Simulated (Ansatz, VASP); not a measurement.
# MgO (Periclase) in VASP and in Ansatz

POSCAR

```
MgO
1.0
    0.0000000000      2.1021683817      2.1021683817
    2.1021683817      0.0000000000      2.1021683817
    2.1021683817      2.1021683817      0.0000000000
Mg O
1 1
Direct
    0.0000000000      0.0000000000      0.0000000000
    0.5000000000      0.5000000000      0.5000000000
```

File INCAR.step1:

```
PREC     = Accurate       # precision mode
ENCUT    = 520            # plane-wave cutoff, eV
ISMEAR   = 0              # smearing method
SIGMA    = 0.02           # smearing width, eV
LREAL    = False          # projectors in reciprocal space
LASPH    = True           # aspherical terms in the spheres
NELM     = 60             # most SCF steps
NBANDS   = 11             # bands
GGA      = PE             # functional
ALGO     = Normal         # electronic algorithm
EDIFF    = 1E-4           # SCF threshold, eV
LWAVE    = True           # write WAVECAR
LCHARG   = False          # write CHGCAR
```

File INCAR.step2:

```
PREC     = Accurate       # precision mode
ENCUT    = 520            # plane-wave cutoff, eV
EDIFF    = 1E-6           # SCF threshold, eV
ISMEAR   = 0              # smearing method
SIGMA    = 0.02           # smearing width, eV
LREAL    = False          # projectors in reciprocal space
LASPH    = True           # aspherical terms in the spheres
NELM     = 60             # most SCF steps
ALGO     = Normal         # electronic algorithm
ISIF     = 2              # what is computed and relaxed
LWAVE    = False          # write WAVECAR
LCHARG   = False          # write CHGCAR
METAGGA  = R2SCAN         # meta-GGA
LMIXTAU  = True         
NBANDS   = 11             # bands
ISTART   = 1
```

The input KPOINTS:

```
Automatic mesh
0
Gamma
  10 10 10
```

Input for Ansatz:

```yaml
crystal:
  lattice:
    - [0.0, 2.1021683817, 2.1021683817]
    - [2.1021683817, 0.0, 2.1021683817]
    - [2.1021683817, 2.1021683817, 0.0]
  atoms:
    - { symbol: Mg, position: [0.0, 0.0, 0.0] }
    - { symbol: O, position: [0.5, 0.5, 0.5] }
basis:
  ecutwfc: 500
kpoints:
  mp_grid: { grid: [10, 10, 10] }
hamiltonian:
  xc: r2scan
scf:
  occupations: { method: gaussian, width: 0.02 }
output:
  forces: false
  stress: false
  eigenvalues: true
  eigenstates:
    kpoints:
      - [0.0, 0.0, 0.0]
      - [0.0, 0.00669141, 0.00669141]
      - [0.0, -0.00669141, -0.00669141]
      - [0.00669141, 0.0, 0.00669141]
      - [-0.00669141, 0.0, -0.00669141]
      - [0.00669141, 0.00669141, 0.0]
      - [-0.00669141, -0.00669141, 0.0]
      - [0.004731541, 0.004731541, 0.009463082]
      - [-0.004731541, -0.004731541, -0.009463082]
      - [0.004731541, 0.009463082, 0.004731541]
      - [-0.004731541, -0.009463082, -0.004731541]
      - [0.009463082, 0.004731541, 0.004731541]
      - [-0.009463082, -0.004731541, -0.004731541]
      - [0.007726574, 0.007726574, 0.007726574]
      - [-0.007726574, -0.007726574, -0.007726574]
      - [0.0, 0.0, 0.0]
      - [0.0, 0.00669141, 0.00669141]
      - [0.0, -0.00669141, -0.00669141]
      - [0.00669141, 0.0, 0.00669141]
      - [-0.00669141, 0.0, -0.00669141]
      - [0.00669141, 0.00669141, 0.0]
      - [-0.00669141, -0.00669141, 0.0]
      - [0.004731541, 0.004731541, 0.009463082]
      - [-0.004731541, -0.004731541, -0.009463082]
      - [0.004731541, 0.009463082, 0.004731541]
      - [-0.004731541, -0.009463082, -0.004731541]
      - [0.009463082, 0.004731541, 0.004731541]
      - [-0.009463082, -0.004731541, -0.004731541]
      - [0.007726574, 0.007726574, 0.007726574]
      - [-0.007726574, -0.007726574, -0.007726574]
    e_range: [-7.184854, 7.184854]
checkpoint:
  read: start.run
  write: ck
  compress: false
  write_wavefunctions: false
  write_every: 100000
```

Alike in both runs: task single point; functional r2SCAN; k mesh 10 × 10 × 10; occupations gaussian, width 0.02 eV; no spin polarisation.

|  | VASP | Ansatz |
| --- | --- | --- |
| version | VASP 6.6.1 | Ansatz 0.2.0 |
| potentials or method | VASP PAW PBE potentials, release 64 (Mg, O) | scalar-relativistic, plane waves, PAW |
| plane-wave cutoff (eV) | 520 | 500 |
| valence electrons in the cell | 8 | 16 |

```tsv
	VASP	Ansatz	Ansatz less VASP
gap on the k mesh at the Fermi level (eV)	5.66	5.68	+0.025
least direct gap on the mesh (eV)	5.66	5.68	+0.025
```

With one functional, cell and mesh, what is left measures potentials, basis and numerics. The two sets of potentials don't hold the same shells in valence.

Caveats: the PAW data sets were made with another functional, which shifts forces and pressure a little (VASP). r2SCAN opens gaps a little over a GGA but as a rule still falls short of measured ones.
